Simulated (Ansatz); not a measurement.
Input, command and steps of an Ansatz relaxation.

```yaml
crystal:
  lattice:
    - [2.7440220416, 0.0, 0.0]
    - [0.0, 2.7440220416, 0.0]
    - [0.0, 0.0, 2.7440220416]
  atoms:
    - { symbol: Fe, position: [0.0, 0.0, 0.0], spin: 2.95 }
    - { symbol: Co, position: [0.5, 0.5, 0.5], spin: 1.97 }
basis:
  ecutwfc: 420
kpoints:
  mp_grid: { grid: [14, 14, 14] }
hamiltonian:
  xc: pbesol
scf:
  occupations: { method: gaussian, width: 0.1 }
output:
  forces: true
  stress: true
  eigenvalues: true
  populations: true
magnetization:
  spin_polarized: true
relax:
  adjacent_minimum: "off"
  f_tol: 0.008
  max_steps: 50
  cell: { stress_tol: 0.08, p_target: 15.0 }
```

```bash
ansatz run input.yaml --threads 1 --pin off --max-ram 2560MiB --backend cpu --events-out ev --progress --plain --runs-dir out
```

Method: Ansatz, DFT PBEsol, scalar-relativistic, plane waves, PAW.

Of 4 frames 3 are shown, positions in Å and forces in eV/Å; the SCF threshold varies from step to step. Steps run on the plane waves of an earlier cell, with a Pulay correction in the pressure. The basis is chosen afresh for the last frame, the zero of the energies, and at times for earlier ones too; energy and pressure step there, also at an unchanged geometry. The relaxation lowers the enthalpy F + PV at the target pressure, so the free energy itself can rise.

```xyz
2
Lattice="2.7440 0.0000 0.0000 0.0000 2.7440 0.0000 0.0000 0.0000 2.7440" Properties=species:S:1:pos:R:3:forces:R:3 pbc="T T T" step=1 free_energy_over_end_meV_per_atom=1.70 pressure_GPa=15.49
Fe    0.0000    0.0000    0.0000    0.0000    0.0000    0.0000
Co    1.3720    1.3720    1.3720    0.0000    0.0000    0.0000
2
Lattice="2.7450 0.0000 0.0000 0.0000 2.7450 0.0000 0.0000 0.0000 2.7450" Properties=species:S:1:pos:R:3:forces:R:3 pbc="T T T" step=2 free_energy_over_end_meV_per_atom=0.69 pressure_GPa=15.20
Fe    0.0000    0.0000    0.0000    0.0000    0.0000    0.0000
Co    1.3725    1.3725    1.3725    0.0000    0.0000    0.0000
2
Lattice="2.7456 0.0000 0.0000 0.0000 2.7456 0.0000 0.0000 0.0000 2.7456" Properties=species:S:1:pos:R:3:forces:R:3 pbc="T T T" step=4 free_energy_over_end_meV_per_atom=0.00 pressure_GPa=15.00
Fe    0.0000    0.0000    0.0000    0.0000    0.0000    0.0000
Co    1.3728    1.3728    1.3728    0.0000    0.0000    0.0000
```

The run took 24 s on 1 thread of Intel(R) Xeon(R) Platinum 8488C (Sapphire Rapids), with other jobs on the host, peak memory 0.48 GiB.

Only parallel moments were tried here.